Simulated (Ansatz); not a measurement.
## fcc against bcc along group 15

Method: DFT, RPBE, plane waves (420 eV) with PAW, scalar-relativistic in Ansatz 0.2.0. (PAW data from PBE, frozen cores regenerated.)

Each structure is relaxed within its symmetry, in the lowest magnetic state of the tried starts. Differences under about 8 meV lie within the error of the k-point mesh.

| element | E(fcc) − E(bcc) (meV/atom) | V(fcc) (Å³/atom) | V(bcc) (Å³/atom) | state of fcc | state of bcc |
| --- | --- | --- | --- | --- | --- |
| P | 163 | 14.77 | 14.42 | spin not included | spin not included |
| As | 102 | 19.75 | 19.43 | spin not included | spin not included |
| Sb | 85 | 28.08 | 27.87 | spin not included | spin not included |
| Bi | ? | ? | ? | ? | ? |

Problem. Fill in the row of Bi.

Solution. E(fcc) − E(bcc) (meV/atom): 51; V(fcc) (Å³/atom): 32.77; V(bcc) (Å³/atom): 32.57; state of fcc: spin not included; state of bcc: spin not included.
